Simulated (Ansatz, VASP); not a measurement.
**Cu: VASP beside Ansatz**

INCAR

```
ALGO = Normal
EDIFF = 1E-8
ENCUT = 520
GGA = PE
ISIF = 2
ISMEAR = -1
LASPH = T
LCHARG = F
LEFG = T
LREAL = F
LWAVE = F
NBANDS = 12
NELM = 80
PREC = Accurate
SIGMA = 0.08
```

File KPOINTS:

```
k-points
0
Gamma
  19 19 19
```

POSCAR

```
Cu
1.0
    0.0000000000      1.8312856224      1.8312856224
    1.8312856224      0.0000000000      1.8312856224
    1.8312856224      1.8312856224      0.0000000000
Cu
1
Direct
    0.0000000000      0.0000000000      0.0000000000
```

Input for Ansatz:

```yaml
crystal:
  lattice:
    - [0.0, 1.8312856224, 1.8312856224]
    - [1.8312856224, 0.0, 1.8312856224]
    - [1.8312856224, 1.8312856224, 0.0]
  atoms:
    - { symbol: Cu, position: [0.0, 0.0, 0.0] }
kpoints:
  mp_grid: { grid: [19, 19, 19] }
scf:
  occupations: { method: fermi_dirac, width: 0.08 }
hamiltonian:
  xc: pbe
  pseudopotentials: { kind: all_electron, datasets: crystal }
output:
  forces: true
  stress: true
  eigenvalues: true
  efg: { contact_densities: true }
```

Change from the starting cell: volume scaled by 1.04, crystal datasets.

Alike in both runs: task electric field gradients; functional PBE; k mesh 19 × 19 × 19; occupations fermi-dirac, width 0.08 eV; no spin polarisation.

```csv
,VASP,Ansatz
version,VASP 6.6.1,Ansatz 0.2.0
potentials or method,"VASP PAW PBE potentials, release 64 (Cu)","all-electron PAW with datasets made for the crystal, scalar-relativistic"
plane-wave cutoff (eV),520,see its input
```

Ansatz gave:

| Quantity | Value |
| --- | --- |
| pressure (GPa) | -3.6 |
| Vzz of the field gradient on the site that differs most (V/Å²) | 0.0 |

Q: What did VASP give for the same quantities?

A: Pressure (GPa): -3.1; Vzz of the field gradient on the site that differs most (V/Å²): 0.0.

Ansatz ran all-electron here, so the differences hold the error of VASP's frozen core and of both bases.
